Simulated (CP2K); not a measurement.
The system is GaSb.

```
Sb Ga
1.0
     4.32608    0.00000    0.00000
     2.16304    3.74649    0.00000
     2.16304    1.24883    3.53223
Sb Ga
1 1
Direct
  0.75000 0.75000 0.75000
  0.00000 0.00000 0.00000
```

Base run:

```yaml
Program: CP2K 2026.2
Functional: RPBE
Dispersion: D3
Potentials_or_basis: POTENTIAL_UZH Sb GTH-PBE-q5, Ga GTH-PBE-q13; TZVP-MOLOPT-PBE-GTH basis
Density_cutoff: 6123 eV
k_mesh: 8 × 8 × 8
Occupations: fermi-dirac, width 0.05 eV
Spin: no spin polarisation
```

Its results: band gap on the k mesh 0.16 eV, direct; pressure 1.5 GPa.

Task: The run is repeated on the same cell with these changes: dispersion from D3 to D3(BJ). What comes out?

Result: Band gap on the k mesh 0.16 eV, direct; pressure -5.7 GPa.

Caveats: the potentials were made for another functional, which shifts forces and pressure; spin-orbit coupling is left out, which moves the levels of the heavy elements; the basis of atomic orbitals isn't converged, which shifts pressures, moduli and gaps.

A k mesh can miss the band edges.

Not every run made on this cell is shown here.
